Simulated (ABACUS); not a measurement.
# SnO (P4/nmm) in ABACUS: notebook

The runs below take SnO through equation of state, with PBEsol.

Program: ABACUS 3.10.1. These are calculated values, not measurements. Logs are shortened: lines on timing, memory, paths and dates and some standing lists are left out, and cuts for length are marked.

## (1) The crystal as given

The structure is tetragonal, space group P4/nmm (No. 129). Conventional cell: a = 3.814 Å, b = 3.814 Å, c = 4.887 Å, α = 90.00°, β = 90.00°, γ = 90.00°. Around Sn (site symmetry 4mm) lie 4 O at 2.23 Å. Around O (site symmetry -4m2) lie 4 Sn at 2.23 Å.

The cell is a database's computed one.

## (2) Equation of state, PBEsol, 16.70 Å³/atom (volume scaled by 0.94)

File run_abacus.py:

```python
"""ABACUS run from a structure file: ASE reads it, the script writes STRU, KPT and INPUT."""
import re
import subprocess
import spglib
from ase import Atoms
from ase.io import read
from ase.units import Bohr

atoms = read("SnO.cif")
cell, frac, numbers = spglib.standardize_cell((atoms.cell[:], atoms.get_scaled_positions(), atoms.numbers), to_primitive=True, symprec=1e-4)
atoms = Atoms(numbers=numbers, cell=cell, scaled_positions=frac, pbc=True)  # the primitive cell
atoms = atoms[(-atoms.numbers).argsort(kind="stable")]  # ABACUS lists atoms element by element
pseudo = {'Sn': 'Sn.upf', 'O': 'O.upf'}
orbital = {}
magmoms = None
kmesh = [6, 6, 5]
params = {
    'suffix': 'SnO',
    'calculation': 'scf',
    'basis_type': 'pw',
    'pseudo_dir': './',
    'symmetry': 1,
    'dft_functional': 'pbesol',
    'ecutwfc': 84,
    'pseudo_rcut': 7,
    'nspin': 1,
    'nbands': 24,
    'ks_solver': 'dav',
    'smearing_method': 'fd',
    'smearing_sigma': 0.00367493,
    'scf_thr': 1e-08,
    'scf_nmax': 100,
    'mixing_type': 'broyden',
    'mixing_beta': 0.7,
    'cal_force': 1,
    'cal_stress': 1,
    'kpar': 4,
}

symbols = atoms.get_chemical_symbols()
elements = list(dict.fromkeys(symbols))
lines = ["ATOMIC_SPECIES"] + [f"{e} {atoms.get_masses()[symbols.index(e)]:.4f} {pseudo[e]}" for e in elements]
if orbital:
    lines += ["", "NUMERICAL_ORBITAL"] + [orbital[e] for e in elements]
lines += ["", "LATTICE_CONSTANT", f"{1 / Bohr:.10f}", "", "LATTICE_VECTORS"]
lines += [" ".join(f"{x:.10f}" for x in v) for v in atoms.cell]
lines += ["", "ATOMIC_POSITIONS", "Direct"]
for e in elements:
    lines += ["", e, "0.0", str(symbols.count(e))]
    for i, p in enumerate(atoms.get_scaled_positions(wrap=False)):
        if symbols[i] == e:
            mag = "" if magmoms is None else " mag " + " ".join(str(x) for x in (magmoms[i] if isinstance(magmoms[i], list) else [magmoms[i]]))
            lines.append(" ".join(f"{x:.10f}" for x in p) + " 1 1 1" + mag)
open("STRU", "w").write("\n".join(lines) + "\n")
open("KPT", "w").write("K_POINTS\n0\nGamma\n%d %d %d 0 0 0\n" % tuple(kmesh))
open("INPUT", "w").write("INPUT_PARAMETERS\n" + "".join(f"{k:<20s}{v}\n" for k, v in params.items()))

done = subprocess.run(['mpirun', '-np', '4', 'abacus'])
if done.returncode:
    raise SystemExit(done.returncode)
log = open("OUT.SnO/running_scf.log").read()
print("final energy (eV):", re.findall(r"FINAL_ETOT_IS (\S+)", log))
```

File SnO.cif:

```cif
data_SnO
_cell_length_a 3.73584286
_cell_length_b 3.73584286
_cell_length_c 4.78715238
_cell_angle_alpha 90.00000000
_cell_angle_beta 90.00000000
_cell_angle_gamma 90.00000000
_space_group_name_H-M_alt 'P4/nmm'
_space_group_name_Hall 'P 4ab 2ab -1ab'
_space_group_IT_number 129
loop_
_space_group_symop_operation_xyz
'x,y,z'
'-y+1/2,x+1/2,z'
'-x,-y,z'
'y+1/2,-x+1/2,z'
'x+1/2,-y+1/2,-z'
'-y,-x,-z'
'-x+1/2,y+1/2,-z'
'y,x,-z'
'-x+1/2,-y+1/2,-z'
'y,-x,-z'
'x+1/2,y+1/2,-z'
'-y,x,-z'
'-x,y,z'
'y+1/2,x+1/2,z'
'x,-y,z'
'-y+1/2,-x+1/2,z'
loop_
_atom_site_label
_atom_site_type_symbol
_atom_site_symmetry_multiplicity
_atom_site_Wyckoff_symbol
_atom_site_fract_x
_atom_site_fract_y
_atom_site_fract_z
_atom_site_occupancy
Sn1 Sn 2 c 0.5000000000 0.0000000000 0.7646261400 1
O1 O 2 a 0.0000000000 0.0000000000 0.0000000000 1
```

Potentials or basis: PseudoDojo NC SR 0.4.1 PBEsol standard, plane waves.

On the command line:

```bash
$ OMP_NUM_THREADS=1 python run_abacus.py > log
```

running log:

```text
ABACUS v3.10.1

               Atomic-orbital Based Ab-initio Computation at UStc

 ------------------------------------------------------------------------------------

 READING GENERAL INFORMATION
                           global_out_dir = OUT.SnO/
                           global_in_card = INPUT
                               pseudo_dir = ./
                              orbital_dir =
                                    DSIZE = 4
                                    GSIZE = 1

 READING UNITCELL INFORMATION
                                    ntype = 2
                  lattice constant (Bohr) = 1.88973
              lattice constant (Angstrom) = 1

 READING ATOM TYPE 1
                               atom label = Sn
                      L=0, number of zeta = 1
                      L=1, number of zeta = 1
                      L=2, number of zeta = 1
             number of atom for this type = 2

 READING ATOM TYPE 2
                               atom label = O
                      L=0, number of zeta = 1
                      L=1, number of zeta = 1
                      L=2, number of zeta = 1
             number of atom for this type = 2

                        TOTAL ATOM NUMBER = 4
DIRECT COORDINATES
    atom                   x                   y                   z     mag                  vx                  vy                  vz
taud_Sn1            0.5000000000        0.0000000000        0.7646261400  0.0000        0.0000000000        0.0000000000        0.0000000000
taud_Sn2            0.0000000000        0.5000000000        0.2353738600  0.0000        0.0000000000        0.0000000000        0.0000000000
taud_O1            0.0000000000        0.0000000000        0.0000000000  0.0000        0.0000000000        0.0000000000        0.0000000000
taud_O2            0.5000000000        0.5000000000        0.0000000000  0.0000        0.0000000000        0.0000000000        0.0000000000

                          Volume (Bohr^3) = 450.87
                             Volume (A^3) = 66.8119

 Lattice vectors: (Cartesian coordinate: in unit of a_0)
             +3.73584                  +0                  +0
                   +0            +3.73584                  +0
                   +0                  +0            +4.78715
 Reciprocal vectors: (Cartesian coordinate: in unit of 2 pi/a_0)
            +0.267677                  -0                  +0
                   -0           +0.267677                  -0
                   +0                  -0           +0.208892
 The esolver type has been set to : ksdft_pw

                PAO radial cut off (Bohr) = 7

 Read in pseudopotential file is Sn.upf
                     pseudopotential type = NC
          exchange-correlation functional = PBESOL
                 nonlocal core correction = 1
                        valence electrons = 14
                                     lmax = 2
                           number of zeta = 3
[... 7 lines left out ...]
                PAO radial cut off (Bohr) = 7

 Read in pseudopotential file is O.upf
                     pseudopotential type = NC
          exchange-correlation functional = PBESOL
                 nonlocal core correction = 1
                        valence electrons = 6
                                     lmax = 2
                           number of zeta = 2
                     number of projectors = 5
                           L of projector = 0
                           L of projector = 0
                           L of projector = 1
                           L of projector = 1
                           L of projector = 2
     initial pseudo atomic orbital number = 26

 SETUP THE ELECTRONS NUMBER
            electron number of element Sn = 14
      total electron number of element Sn = 28
             electron number of element O = 6
       total electron number of element O = 12
            AUTOSET number of electrons:  = 40
                           occupied bands = 20
                                   NBANDS = 24
                                   NLOCAL = 36

%%%%%%%%%%%%%%%%%%%%%%%%%%%%%%%%%%%%%%%%%%%%%%%%%%%%%%%%%%%%%%%%%%%%%%%%%%%%%%%%%%%%%%%%%%%%%%%%%%%%%%%%%%
 Warning: the number of valence electrons in pseudopotential > 4 for Sn: [Kr] 4d10 5s2 5p2
 Pseudopotentials with additional electrons can yield (more) accurate outcomes, but may be less efficient.
 If you're confident that your chosen pseudopotential is appropriate, you can safely ignore this warning.
%%%%%%%%%%%%%%%%%%%%%%%%%%%%%%%%%%%%%%%%%%%%%%%%%%%%%%%%%%%%%%%%%%%%%%%%%%%%%%%%%%%%%%%%%%%%%%%%%%%%%%%%%%

 SETUP THE PLANE WAVE BASIS
 energy cutoff for charge/potential (unit:Ry) = 336
            fft grid for charge/potential = [ 45, 45, 54 ]
                        fft grid division = [ 1, 1, 1 ]
        big fft grid for charge/potential = [ 45, 45, 54 ]
                                     nbxx = 109350
[... 65 lines left out ...]
(for reciprocal lattice: )
                             BRAVAIS TYPE = 5
                     BRAVAIS LATTICE NAME = 05. Tetrogonal P (simple)
                                    ibrav = 5
                       right hand lattice = 1
(for k-lattice: )
                             BRAVAIS TYPE = 5
                     BRAVAIS LATTICE NAME = 05. Tetrogonal P (simple)
                                    ibrav = 5
                       right hand lattice = 1
                        ROTATION MATRICES = 16
                               nkstot_ibz = 30
K-POINTS REDUCTION ACCORDING TO SYMMETRY
     IBZ    DIRECT_X    DIRECT_Y    DIRECT_Z  WEIGHT  ibz2bz
       1  0.00000000  0.00000000  0.00000000  0.0056       0
       2  0.16666667  0.00000000  0.00000000  0.0222       1
       3  0.33333333  0.00000000  0.00000000  0.0222       2
       4  0.50000000  0.00000000  0.00000000  0.0111       3
       5  0.16666667  0.16666667  0.00000000  0.0222       7
       6  0.33333333  0.16666667  0.00000000  0.0444       8
[... 22 lines left out ...]
      29  0.50000000  0.33333333  0.40000000  0.0444      87
      30  0.50000000  0.50000000  0.40000000  0.0111      93

                               nkstot now = 30
[... K-POINTS DIRECT COORDINATES: 30 rows ...]

           k-point number in this process = 8
       minimum distributed K point number = 7
[... stars of the k points ...]

[... K-POINTS CARTESIAN COORDINATES: 8 rows ...]

[... K-POINTS DIRECT COORDINATES: 8 rows ...]

 SETUP PLANE WAVES FOR WAVE FUNCTIONS
     energy cutoff for wavefunc (unit:Ry) = 84
              fft grid for wave functions = [ 45, 45, 54 ]
                    number of plane waves = 6807
                         number of sticks = 373

 PARALLEL PW FOR WAVE FUNCTIONS
     PROC   COLUMNS(POT)             PW
        1            373           6807
 --------------- sum -------------------
        1            373           6807

 SETUP NONLOCAL PSEUDOPOTENTIALS IN PLANE WAVE BASIS
 Sn non-local projectors:
 projector 1 L=0
 projector 2 L=0
 projector 3 L=1
 projector 4 L=1
 projector 5 L=2
 projector 6 L=2
 O non-local projectors:
 projector 1 L=0
 projector 2 L=0
 projector 3 L=1
 projector 4 L=1
 projector 5 L=2
      TOTAL NUMBER OF NONLOCAL PROJECTORS = 62

 Init Non-Local PseudoPotential table :
 Init Non-Local-Pseudopotential done.

                                     npwx = 5879

 Make real space PAO into reciprocal space.
       max mesh points in Pseudopotential = 701
     dq(describe PAO in reciprocal space) = 0.01
                                    max q = 1104

 number of pseudo atomic orbitals for Sn is 3
WARNING: norm of atomic wavefunction # 2 of atomic type Sn is 0.999796, renormalized
WARNING: norm of atomic wavefunction # 3 of atomic type Sn is 0.992683, renormalized

 number of pseudo atomic orbitals for O is 2
WARNING: norm of atomic wavefunction # 2 of atomic type O is 0.999978, renormalized

 -------------------------------------------
 SELF-CONSISTENT
 -------------------------------------------
                                 init_chg = atomic

 PW ALGORITHM --------------- ION=   1  ELEC=   1--------------------------------

 Density error is 0.944424786992
                          Error Threshold = 0.01
----------------------------------------------------------
     Energy           Rydberg                 eV
----------------------------------------------------------
 E_KohnSham     -380.0948457688      -5171.4556828862
 E_Harris       -375.4026051209      -5107.6144736885
 E_Fermi        0.7688930433         10.4613265408
----------------------------------------------------------
[... 87 lines left out ...]
 Density error is 2.44688512681e-09
                          Error Threshold = 3.42115848418e-11
----------------------------------------------------------
     Energy           Rydberg                 eV
----------------------------------------------------------
 E_KohnSham     -380.5110124971      -5177.1179217102
 E_KS(sigma->0) -380.5109210558      -5177.1166775865
 E_Harris       -380.5113980618      -5177.1231675862
 E_band         -11.4843300476       -156.2523263600
 E_one_elec     -132.6008693345      -1804.1273827032
 E_Hartree      95.0682711850        1293.4701871246
 E_xc           -103.9798134054      -1414.7179392903
 E_Ewald        -238.9984180594      -3251.7402985939
 E_entropy(-TS) -0.0001828827        -0.0024882474
 E_descf        0.0000000000         0.0000000000
 E_exx          0.0000000000         0.0000000000
 E_Fermi        0.8054585397         10.9588256425
----------------------------------------------------------

 charge density convergence is achieved
 final etot is -5177.1179217 eV
 EFERMI = 10.958825642 eV

 STATE ENERGY(eV) AND OCCUPATIONS    NSPIN == 1
 1/8 kpoint (Cartesian) = 0.0000 0.0000 0.0000 (5879 pws)
       1       -11.3203      0.0111111
       2       -10.7665      0.0111111
       3       -10.7665      0.0111111
       4       -10.7471      0.0111111
       5       -10.7006      0.0111111
       6       -10.6832      0.0111111
[... 146 lines left out ...]
      23        15.4146    1.76281e-40
      24        15.9062    9.48106e-45

[... levels at 2 further k points ...]

------------------------------------------------------------------------------------------
 TOTAL-FORCE (eV/Angstrom)
------------------------------------------------------------------------------------------
                       Sn1         0.0000000000         0.0000000000        -1.1382868392
                       Sn2         0.0000000000         0.0000000000         1.1382868392
                        O1         0.0000000000         0.0000000000         0.0000000000
                        O2         0.0000000000         0.0000000000         0.0000000000
------------------------------------------------------------------------------------------

----------------------------------------------------------------
 TOTAL-STRESS (KBAR)
----------------------------------------------------------------
        72.7472314664         0.0000000000        -0.0000000000
         0.0000000000        72.7472314664        -0.0000000000
        -0.0000000000        -0.0000000000        52.2443758116
----------------------------------------------------------------
 TOTAL-PRESSURE: 65.912946 KBAR

 --------------------------------------------
 !FINAL_ETOT_IS -5177.1179217102053371 eV
 --------------------------------------------
```

It took 32 s on 4 MPI ranks of AMD EPYC 7R43 (Zen 3), shared host; peak memory 0.52 GiB.

What came out:

| Quantity | Value |
| --- | --- |
| Free energy | -5177.1179 eV |
| Pressure | 6.6 GPa |
| Largest force | 1.138 eV/Å |
| Band gap on the k mesh | none (metal or under the smearing width) |

Caveat: forces of over 1 eV/Å show positions far from the minimum, so gaps and moduli don't describe the material at rest.

## (3) Equation of state, PBEsol, 17.41 Å³/atom (volume scaled by 0.98)

run_abacus.py is that of step 2.

SnO.cif, as its differences from that of step 2:

```diff
@@ -1,5 +1,5 @@
 data_SnO
-_cell_length_a 3.73584286
-_cell_length_b 3.73584286
-_cell_length_c 4.78715238
+_cell_length_a 3.78809918
+_cell_length_b 3.78809918
+_cell_length_c 4.85411424
 _cell_angle_alpha 90.00000000
```

Potentials or basis: PseudoDojo NC SR 0.4.1 PBEsol standard, plane waves.

On the command line:

```bash
$ OMP_NUM_THREADS=1 python run_abacus.py > log
```

It took 30 s on 4 MPI ranks of AMD EPYC 7R43 (Zen 3), shared host; peak memory 0.52 GiB.

It converged, with:

```yaml
Free_energy: -5177.1926 eV
Pressure: 2.0 GPa
Largest_force: 0.483 eV/Å
Band_gap_on_the_k_mesh: 0.05 eV, indirect (least direct gap 1.94 eV)
```

Caveat: spin-orbit coupling is left out, which moves the levels of the heavy elements; an odd mesh through Γ misses points on the zone boundary, where band edges often lie.

## (4) Equation of state, PBEsol, 18.12 Å³/atom (volume scaled by 1.02)

run_abacus.py is that of step 3.

SnO.cif, as its differences from that of step 3:

```diff
@@ -1,5 +1,5 @@
 data_SnO
-_cell_length_a 3.78809918
-_cell_length_b 3.78809918
-_cell_length_c 4.85411424
+_cell_length_a 3.83895222
+_cell_length_b 3.83895222
+_cell_length_c 4.91927791
 _cell_angle_alpha 90.00000000
```

On the command line:

```bash
$ OMP_NUM_THREADS=1 python run_abacus.py > log
```

Wall time 33 s (4 MPI ranks of AMD EPYC 7R43 (Zen 3), shared host); peak memory 0.52 GiB.

Results (log left out):

```
Free energy            : -5177.1931 eV
Pressure               : -1.8 GPa
Largest force          : 0.092 eV/Å
Band gap on the k mesh : 0.19 eV, indirect (least direct gap 1.98 eV)
```

Caveat: spin-orbit coupling is left out, which moves the levels of the heavy elements; an odd mesh through Γ misses points on the zone boundary, where band edges often lie.

## (5) Equation of state, PBEsol, 18.84 Å³/atom (volume scaled by 1.06)

run_abacus.py is that of step 4.

SnO.cif, as its differences from that of step 4:

```diff
@@ -1,5 +1,5 @@
 data_SnO
-_cell_length_a 3.83895222
-_cell_length_b 3.83895222
-_cell_length_c 4.91927791
+_cell_length_a 3.88849255
+_cell_length_b 3.88849255
+_cell_length_c 4.98275946
 _cell_angle_alpha 90.00000000
```

On the command line:

```bash
$ OMP_NUM_THREADS=1 python run_abacus.py > log
```

It took 30 s on 4 MPI ranks of AMD EPYC 7R43 (Zen 3), shared host; peak memory 0.56 GiB.

Results (log left out):

```yaml
Free_energy: -5177.1334 eV
Pressure: -4.9 GPa
Largest_force: 0.583 eV/Å
Band_gap_on_the_k_mesh: 0.32 eV, indirect (least direct gap 1.93 eV)
```

Caveat: spin-orbit coupling is left out, which moves the levels of the heavy elements; an odd mesh through Γ misses points on the zone boundary, where band edges often lie.

## (6) Equation of state, PBEsol

Potentials or basis: PseudoDojo NC SR 0.4.1 PBEsol standard, plane waves.

This step only gathers the single runs of the series.

Results:

```
Equilibrium volume                        : 17.77 Å³/atom
Bulk modulus at fixed shape and positions : 94 GPa
Pressure derivative of the bulk modulus   : 4.3 (rough: it moves with the points fitted)
```

Energy against volume, from the lowest point:
| volume (Å³/atom) | energy (meV/atom) |
| --- | --- |
| 16.703 | 18.79 |
| 17.414 | 0.11 |
| 18.125 | 0.00 |
| 18.835 | 14.93 |

Caveat: the cell was scaled at fixed shape and fractional positions, which overstates the stiffness of a crystal with free parameters, most of all of layers and chains.
